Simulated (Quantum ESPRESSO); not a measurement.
# CsPbCl3 (Pm-3m) in Quantum ESPRESSO: a series of runs

The runs below take CsPbCl3 through phonons, with PBE+D3(BJ), rPW86PBE+rVV10.

Program: Quantum ESPRESSO 7.5. These are calculated values, not measurements. Logs are shortened: lines on timing, memory, paths and dates and some standing lists are left out, and cuts for length are marked.

## Step 1: Starting point

The structure is cubic, space group Pm-3m (No. 221). Conventional cell: a = 5.605 Å, b = 5.605 Å, c = 5.605 Å, α = 90.00°, β = 90.00°, γ = 90.00°. Around Pb (site symmetry m-3m) lie 6 Cl at 2.80 Å. Cs (site symmetry m-3m) is surrounded by 12 Cl at 3.96 Å. Around Cl (site symmetry 4/mmm) lie 2 Pb at 2.80 Å.

## Step 2: Phonons, PBE+D3(BJ)

Contents of pw.in:

```
&CONTROL
  calculation = 'scf'
  prefix = 'pwscf'
  outdir = './tmp'
  pseudo_dir = './pseudo'
  tprnfor = .true.
  tstress = .true.
  disk_io = 'low'
/
&SYSTEM
  ibrav = 0
  nat = 5
  ntyp = 3
  ecutwfc = 52
  nbnd = 31
  occupations = 'smearing'
  smearing = 'fd'
  degauss = 0.00367493
  vdw_corr = 'grimme-d3'
  dftd3_version = 4
  dftd3_threebody = .false.
/
&ELECTRONS
  conv_thr = 1d-09
  electron_maxstep = 120
  mixing_beta = 0.5
/
ATOMIC_SPECIES
Pb   207.2000 82_Pb_14_3.0_3.1_pbe_n_v1.0.upf
Cs   132.9055 55_Cs_9_2.2_2.5_pbe_n_v1.0.upf
Cl    35.4500 17_Cl_7_1.9_1.9_pbe_n_v1.0.upf
CELL_PARAMETERS angstrom
   5.6050000000    0.0000000000    0.0000000000
   0.0000000000    5.6050000000    0.0000000000
   0.0000000000    0.0000000000    5.6050000000
ATOMIC_POSITIONS angstrom
Pb     2.8025000000    2.8025000000    2.8025000000
Cs     0.0000000000    0.0000000000    0.0000000000
Cl     2.8025000000    0.0000000000    2.8025000000
Cl     0.0000000000    2.8025000000    2.8025000000
Cl     2.8025000000    2.8025000000    0.0000000000
K_POINTS automatic
2 2 2 1 1 1
```

Contents of relax.in:

```
&CONTROL
  calculation = 'vc-relax'
  prefix = 'pwscf'
  outdir = './tmp'
  pseudo_dir = './pseudo'
  tprnfor = .true.
  tstress = .true.
  disk_io = 'low'
  nstep = 40
  forc_conv_thr = 0.0001
  etot_conv_thr = 1d-06
/
&SYSTEM
  ibrav = 0
  nat = 5
  ntyp = 3
  ecutwfc = 52
  nbnd = 31
  occupations = 'smearing'
  smearing = 'fd'
  degauss = 0.00367493
  vdw_corr = 'grimme-d3'
  dftd3_version = 4
  dftd3_threebody = .false.
/
&ELECTRONS
  conv_thr = 1d-09
  electron_maxstep = 120
  mixing_beta = 0.5
/
&IONS
  ion_dynamics = 'bfgs'
/
&CELL
  cell_dynamics = 'bfgs'
  press = 0
  press_conv_thr = 0.2
/
ATOMIC_SPECIES
Pb   207.2000 82_Pb_14_3.0_3.1_pbe_n_v1.0.upf
Cs   132.9055 55_Cs_9_2.2_2.5_pbe_n_v1.0.upf
Cl    35.4500 17_Cl_7_1.9_1.9_pbe_n_v1.0.upf
CELL_PARAMETERS angstrom
   5.6050000000    0.0000000000    0.0000000000
   0.0000000000    5.6050000000    0.0000000000
   0.0000000000    0.0000000000    5.6050000000
ATOMIC_POSITIONS angstrom
Pb     2.8025000000    2.8025000000    2.8025000000
Cs     0.0000000000    0.0000000000    0.0000000000
Cl     2.8025000000    0.0000000000    2.8025000000
Cl     0.0000000000    2.8025000000    2.8025000000
Cl     2.8025000000    2.8025000000    0.0000000000
K_POINTS automatic
2 2 2 1 1 1
```

Contents of scf2.in:

```
&CONTROL
  calculation = 'scf'
  prefix = 'pwscf'
  outdir = './tmp'
  pseudo_dir = './pseudo'
  tprnfor = .true.
  tstress = .true.
  disk_io = 'low'
/
&SYSTEM
  ibrav = 0
  nat = 5
  ntyp = 3
  ecutwfc = 52
  nbnd = 31
  occupations = 'fixed'
  vdw_corr = 'grimme-d3'
  dftd3_version = 4
  dftd3_threebody = .false.
/
&ELECTRONS
  conv_thr = 1d-13
  electron_maxstep = 120
  mixing_beta = 0.5
  startingpot = 'file'
  startingwfc = 'file'
/
ATOMIC_SPECIES
Pb   207.2000 82_Pb_14_3.0_3.1_pbe_n_v1.0.upf
Cs   132.9055 55_Cs_9_2.2_2.5_pbe_n_v1.0.upf
Cl    35.4500 17_Cl_7_1.9_1.9_pbe_n_v1.0.upf
CELL_PARAMETERS angstrom
   5.5940817774    0.0000000000    0.0000000000
   0.0000000000    5.5940817774    0.0000000000
   0.0000000000    0.0000000000    5.5940817774
ATOMIC_POSITIONS angstrom
Pb     2.7970408887    2.7970408887    2.7970408887
Cs     0.0000000000    0.0000000000    0.0000000000
Cl     2.7970408887    0.0000000000    2.7970408887
Cl     0.0000000000    2.7970408887    2.7970408887
Cl     2.7970408887    2.7970408887    0.0000000000
K_POINTS automatic
2 2 2 1 1 1
```

Contents of d3hess.in:

```
&INPUT
  prefix = 'pwscf'
  outdir = './tmp'
  step = 0.001
/
```

Contents of ph.in:

```
phonons of CsPbCl3
&INPUTPH
  prefix = 'pwscf'
  outdir = './tmp'
  tr2_ph = 1d-18
  fildyn = 'dyn'
  niter_ph = 90
  alpha_mix(1) = 0.7
  epsil = .true.
/
0.0000000000 0.0000000000 0.0000000000
```

Contents of dynmat.in:

```
&INPUT
  fildyn = 'dyn'
  asr = 'crystal'
  lperm = .true.
  filout = 'dynmat.disp'
  fileig = 'dynmat.eig'
/
```

Contents of dynmat_lo.in:

```
&INPUT
  fildyn = 'dyn'
  asr = 'crystal'
  filout = 'dynmat_lo.disp'
  fileig = 'dynmat_lo.eig'
  q(1) = 0
  q(2) = 0
  q(3) = 1
/
```

Potentials or basis: SPMS 1.0 PBE.

The run is started by

```console
> OMP_NUM_THREADS=1 pw.x -in pw.in > pw.out
> OMP_NUM_THREADS=1 pw.x -in relax.in > relax.out
> OMP_NUM_THREADS=1 pw.x -in scf2.in > scf2.out
> OMP_NUM_THREADS=1 d3hess.x -in d3hess.in > d3hess.out
> OMP_NUM_THREADS=1 ph.x -in ph.in > ph.out
> OMP_NUM_THREADS=1 dynmat.x -in dynmat.in > dynmat.out
> OMP_NUM_THREADS=1 dynmat.x -in dynmat_lo.in > dynmat_lo.out
```

pw.out:

```text
This program is part of the open-source Quantum ESPRESSO suite
     for quantum simulation of materials; please cite
[... 9 lines left out ...]
     --------------------
     sticks:   dense  smooth     PW     G-vecs:    dense   smooth      PW
     Sum        1861    1861    497                60245    60245    8385

     Using Slab Decomposition

     bravais-lattice index     =            0
     lattice parameter (alat)  =      10.5919  a.u.
     unit-cell volume          =    1188.2928 (a.u.)^3
     number of atoms/cell      =            5
     number of atomic types    =            3
     number of electrons       =        44.00
     number of Kohn-Sham states=           31
     kinetic-energy cutoff     =      52.0000  Ry
     charge density cutoff     =     208.0000  Ry
     scf convergence threshold =      1.0E-09
     mixing beta               =       0.5000
     number of iterations used =            8  plain     mixing
     Exchange-correlation= PBE
                           (   1   4   3   4   0   0   0)

     celldm(1)=  10.591915  celldm(2)=   0.000000  celldm(3)=   0.000000
     celldm(4)=   0.000000  celldm(5)=   0.000000  celldm(6)=   0.000000

     crystal axes: (cart. coord. in units of alat)
               a(1) = (   1.000000   0.000000   0.000000 )
               a(2) = (   0.000000   1.000000   0.000000 )
               a(3) = (   0.000000   0.000000   1.000000 )

     reciprocal axes: (cart. coord. in units 2 pi/alat)
               b(1) = (  1.000000  0.000000  0.000000 )
               b(2) = (  0.000000  1.000000  0.000000 )
               b(3) = (  0.000000  0.000000  1.000000 )

     PseudoPot. # 1 for Pb read from file:
     82_Pb_14_3.0_3.1_pbe_n_v1.0.upf
     Pseudo is Norm-conserving + core correction, Zval = 14.0
     Generated using ONCVPSP code by D. R. Hamann
     Using radial grid of 1692 points,  6 beta functions with:
                l(1) =   0
                l(2) =   0
                l(3) =   1
                l(4) =   1
                l(5) =   2
                l(6) =   2

     PseudoPot. # 2 for Cs read from file:
     55_Cs_9_2.2_2.5_pbe_n_v1.0.upf
     Pseudo is Norm-conserving + core correction, Zval =  9.0
     Generated using ONCVPSP code by D. R. Hamann
     Using radial grid of 2404 points,  8 beta functions with:
                l(1) =   0
                l(2) =   0
                l(3) =   1
                l(4) =   1
                l(5) =   2
                l(6) =   2
                l(7) =   3
                l(8) =   3

     PseudoPot. # 3 for Cl read from file:
     17_Cl_7_1.9_1.9_pbe_n_v1.0.upf
     Pseudo is Norm-conserving + core correction, Zval =  7.0
     Generated using ONCVPSP code by D. R. Hamann
     Using radial grid of 1030 points,  6 beta functions with:
                l(1) =   0
                l(2) =   0
                l(3) =   1
                l(4) =   1
                l(5) =   2
                l(6) =   2

     atomic species   valence    mass     pseudopotential
     Pb               14.00   207.20000     Pb( 1.00)
     Cs                9.00   132.90550     Cs( 1.00)
     Cl                7.00    35.45000     Cl( 1.00)

     48 Sym. Ops., with inversion, found

   Cartesian axes

     site n.     atom                  positions (alat units)
         1        Pb     tau(   1) = (   0.5000000   0.5000000   0.5000000  )
         2        Cs     tau(   2) = (   0.0000000   0.0000000   0.0000000  )
         3        Cl     tau(   3) = (   0.5000000   0.0000000   0.5000000  )
         4        Cl     tau(   4) = (   0.0000000   0.5000000   0.5000000  )
         5        Cl     tau(   5) = (   0.5000000   0.5000000   0.0000000  )

     --------------------------------------------
     DFT-D3 Dispersion Correction (no 3-body):
     --------------------------------------------
       Reference C6 values for interpolation:

         atom   Coordination number   C6
         Cl         0.000           184.69
         Cl         0.997           180.80
         Cs         0.000         18661.46
         Cs         0.991          1298.18
         Pb         0.000          1477.63
         Pb         0.938          1266.00
         Pb         1.936          1088.91
         Pb         2.908          1048.37
         Pb         3.910           910.57

       Values used:

         atom   Coordination number  R0_AB[au]  C6      C8
         Pb         6.874            4.041    910.57 144158.12
         Cs        12.730            4.778   1298.18 473131.84
         Cl         4.239            2.933    180.80   7543.49
         Cl         4.239            2.933    180.80   7543.49
         Cl         4.239            2.933    180.80   7543.49

         Molecular C6 ( Ry / a.u.^6 ) =     11130.64

     number of k points=     1  Fermi-Dirac smearing, width (Ry)=  0.0037
                       cart. coord. in units 2pi/alat
        k(    1) = (   0.2500000   0.2500000   0.2500000), wk =   2.0000000

     Dense  grid:    60245 G-vectors     FFT dimensions: (  50,  50,  50)

     Initial potential from superposition of free atoms

     starting charge      43.9597, renormalised to      44.0000
     Starting wfcs are   26 randomized atomic wfcs +    5 random wfcs

     Self-consistent Calculation

     iteration #  1     ecut=    52.00 Ry     beta= 0.50
     Davidson diagonalization with overlap
     ethr =  1.00E-02,  avg # of iterations =  6.0

     Threshold (ethr) on eigenvalues was too large:
     Diagonalizing with lowered threshold

     Davidson diagonalization with overlap
     ethr =  3.94E-04,  avg # of iterations =  7.0

     total energy              =    -271.14214341 Ry
     estimated scf accuracy    <       0.17339035 Ry

     iteration #  2     ecut=    52.00 Ry     beta= 0.50
     Davidson diagonalization with overlap
     ethr =  3.94E-04,  avg # of iterations =  2.0

     total energy              =    -271.18397976 Ry
     estimated scf accuracy    <       0.01051623 Ry

     iteration #  3     ecut=    52.00 Ry     beta= 0.50
     Davidson diagonalization with overlap
     ethr =  2.39E-05,  avg # of iterations =  5.0

     total energy              =    -271.18555186 Ry
     estimated scf accuracy    <       0.00173077 Ry

     iteration #  4     ecut=    52.00 Ry     beta= 0.50
     Davidson diagonalization with overlap
     ethr =  3.93E-06,  avg # of iterations =  3.0

     total energy              =    -271.18571936 Ry
     estimated scf accuracy    <       0.00004042 Ry

     iteration #  5     ecut=    52.00 Ry     beta= 0.50
     Davidson diagonalization with overlap
     ethr =  9.19E-08,  avg # of iterations =  4.0

     total energy              =    -271.18574320 Ry
     estimated scf accuracy    <       0.00000352 Ry

     iteration #  6     ecut=    52.00 Ry     beta= 0.50
     Davidson diagonalization with overlap
     ethr =  7.99E-09,  avg # of iterations =  4.0

     total energy              =    -271.18574459 Ry
     estimated scf accuracy    <       0.00000027 Ry

     iteration #  7     ecut=    52.00 Ry     beta= 0.50
     Davidson diagonalization with overlap
     ethr =  6.03E-10,  avg # of iterations =  4.0

     total energy              =    -271.18574470 Ry
     estimated scf accuracy    <       0.00000008 Ry

     iteration #  8     ecut=    52.00 Ry     beta= 0.50
     Davidson diagonalization with overlap
     ethr =  1.92E-10,  avg # of iterations =  2.0

     total energy              =    -271.18574471 Ry
     estimated scf accuracy    <          2.6E-09 Ry

     iteration #  9     ecut=    52.00 Ry     beta= 0.50
     Davidson diagonalization with overlap
     ethr =  5.99E-12,  avg # of iterations =  4.0

     End of self-consistent calculation

          k = 0.2500 0.2500 0.2500 (  7532 PWs)   bands (ev):

   -16.9536 -12.2283 -12.2283 -12.0608 -12.0608 -12.0607 -10.6021 -10.1385
   -10.1385  -3.7668  -3.7668  -3.7316  -3.6541   0.5222   0.5222   0.9965
     1.4254   1.4254   1.9329   1.9329   1.9477   2.3117   8.3519   8.3519
     8.4242   9.3018   9.7897   9.7897  10.5893  10.5893  10.8744

     the Fermi energy is     4.1674 ev

!    total energy              =    -271.18574471 Ry
     estimated scf accuracy    <          1.8E-10 Ry
     smearing contrib. (-TS)   =       0.00000000 Ry
     internal energy E=F+TS    =    -271.18574471 Ry

     The total energy is F=E-TS. E is the sum of the following terms:
     one-electron contribution =     -86.08596454 Ry
     hartree contribution      =      61.56141706 Ry
     xc contribution           =     -71.64613836 Ry
     ewald contribution        =    -174.94142210 Ry
     DFT-D3 Dispersion         =      -0.07363677 Ry

     convergence has been achieved in   9 iterations

     Forces acting on atoms (cartesian axes, Ry/au):

     atom    1 type  1   force =     0.00000000    0.00000000    0.00000000
     atom    2 type  2   force =     0.00000000    0.00000000    0.00000000
     atom    3 type  3   force =     0.00000000    0.00000000    0.00000000
     atom    4 type  3   force =     0.00000000    0.00000000    0.00000000
     atom    5 type  3   force =     0.00000000    0.00000000    0.00000000

     Total force =     0.000000     Total SCF correction =     0.000000

     Computing stress (Cartesian axis) and pressure

          total   stress  (Ry/bohr**3)                   (kbar)     P=       -1.48
  -0.00001005   0.00000000   0.00000000           -1.48        0.00        0.00
   0.00000000  -0.00001005   0.00000000            0.00       -1.48        0.00
   0.00000000   0.00000000  -0.00001005            0.00        0.00       -1.48

=------------------------------------------------------------------------------=
   JOB DONE.
=------------------------------------------------------------------------------=
```

Run time: 4.4 min. Hardware: 1 thread of Arm Neoverse V1, shared host; peak memory 0.15 GiB.

Results:

* Free energy: -3689.6705 eV
* Relaxed volume: 35.01 Å³/atom
* Relaxed cell: a = 5.594 Å, b = 5.594 Å, c = 5.594 Å, α = 90.00°, β = 90.00°, γ = 90.00°
* Space group after relaxing (to 0.05 Å): Pm-3m (No. 221)
* Pressure after relaxing: 0.0 GPa
* Highest phonon frequency at Γ, LO-TO splitting left out: 186 cm⁻¹

Final structure:
```cif
data_structure
_symmetry_space_group_name_H-M 'P 1'
_symmetry_Int_Tables_number 1
_cell_length_a 5.5941
_cell_length_b 5.5941
_cell_length_c 5.5941
_cell_angle_alpha 90.000
_cell_angle_beta 90.000
_cell_angle_gamma 90.000
_cell_volume 175.06
loop_
_atom_site_label
_atom_site_type_symbol
_atom_site_fract_x
_atom_site_fract_y
_atom_site_fract_z
_atom_site_occupancy
Pb1 Pb 0.50000 0.50000 0.50000 1
Cs1 Cs 0.00000 0.00000 0.00000 1
Cl1 Cl 0.50000 0.00000 0.50000 1
Cl2 Cl 0.00000 0.50000 0.50000 1
Cl3 Cl 0.50000 0.50000 0.00000 1
```

Phonon frequencies in cm⁻¹ (negative: imaginary):
```csv
q point,frequencies
"(0.000, 0.000, 0.000)",-4 -4 -4 27 27 27 73 73 73 93 93 93 186 186 186
```

Optical modes at Γ, degenerate ones joined, polar ones without the macroscopic field:
| cm⁻¹ | components | symmetry | active in |
| --- | --- | --- | --- |
| 27 | 3 | T1u | IR |
| 73 | 3 | T2u | silent |
| 93 | 3 | T1u | IR |
| 186 | 3 | T1u | IR |

Caveat: the k mesh is coarse (spacing up to 0.56 Å⁻¹), so the values aren't converged. Spin-orbit coupling is left out, which matters for the levels of Cs, Pb.

[end of part 1 of 2]
